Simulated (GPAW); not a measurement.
The B K edge of atom 2 in BN (Qingsongite, F-43m), with 4 N at 1.57 Å (tetrahedral, site symmetry -43m), was computed in 2 ways: full core hole (charged cell) and no core hole. Program and functional: GPAW, LDA, Gaussian full width 0.9 eV up to 4 eV, rising linearly to 3.5 eV at 25 eV; cells of 2 and 16 atoms (the run without a hole in the smaller).

Each run is counted from its own lowest empty level or Fermi level and scaled to a mean of 1 over its first 20 eV.

| E (eV) | run 1 | run 2 |
| --- | --- | --- |
| -2.0 | 0.00 | 0.00 |
| -1.5 | 0.00 | 0.00 |
| -1.0 | 0.00 | 0.00 |
| -0.5 | 0.02 | 0.01 |
| 0.0 | 0.15 | 0.03 |
| 0.5 | 0.63 | 0.08 |
| 1.0 | 1.67 | 0.13 |
| 1.5 | 2.79 | 0.19 |
| 2.0 | 2.35 | 0.28 |
| 2.5 | 1.95 | 0.37 |
| 3.0 | 2.60 | 0.53 |
| 3.5 | 3.58 | 0.75 |
| 4.0 | 3.47 | 1.06 |
| 4.5 | 2.23 | 1.39 |
| 5.0 | 1.49 | 1.66 |
| 5.5 | 1.31 | 1.81 |
| 6.0 | 1.18 | 2.07 |
| 6.5 | 1.00 | 2.30 |
| 7.0 | 0.76 | 2.16 |
| 7.5 | 0.64 | 1.95 |
| 8.0 | 0.61 | 1.84 |
| 8.5 | 0.60 | 1.64 |
| 9.0 | 0.65 | 1.41 |
| 9.5 | 0.74 | 1.44 |
| 10.0 | 0.76 | 1.68 |
| 10.5 | 0.68 | 1.80 |
| 11.0 | 0.55 | 1.72 |
| 11.5 | 0.43 | 1.59 |
| 12.0 | 0.35 | 1.44 |
| 12.5 | 0.30 | 1.18 |
| 13.0 | 0.25 | 0.85 |
| 13.5 | 0.23 | 0.60 |
| 14.0 | 0.24 | 0.49 |
| 14.5 | 0.28 | 0.48 |
| 15.0 | 0.32 | 0.50 |
| 15.5 | 0.34 | 0.49 |
| 16.0 | 0.33 | 0.44 |
| 16.5 | 0.31 | 0.39 |
| 17.0 | 0.32 | 0.33 |
| 17.5 | 0.36 | 0.31 |
| 18.0 | 0.45 | 0.31 |
| 18.5 | 0.61 | 0.38 |
| 19.0 | 0.81 | 0.53 |
| 19.5 | 1.03 | 0.79 |
| 20.0 | 1.20 | 1.14 |
| 20.5 | 1.26 | 1.54 |
| 21.0 | 1.20 | 1.91 |
| 21.5 | 1.03 | 2.14 |

**Question.** Which run is which?

Run 1: full core hole (charged cell) (area from −2 to 6 eV 12.4, main maxima 1.6 eV (2.85), 3.7 eV (3.76), 9.9 eV (0.77) and 20.5 eV (1.26)). Run 2: no core hole (area from −2 to 6 eV 4.6, main maxima 6.5 eV (2.30) and 10.5 eV (1.80)). With each curve scaled to its own mean, the area from −2 to 6 eV with the hole is 12.4 against 4.6, and the centre of weight from −1 to 20 eV moves by -2.7 eV: the hole pulls the absorber's empty states down.

[Hosts, paths, dates, database ids (printed as entryN), source tags and the programs' standing remarks are cut or masked in the printed files.]

[Lists of maxima count a maximum above −3 eV only where it reaches 4 % of the highest in the window and stands out from its surroundings by 2 % of it (1.5 % where it reaches 55 %); shoulders and weaker maxima are passed over, and of the rest the first, up to two pre-edge ones and the few strongest are named.]
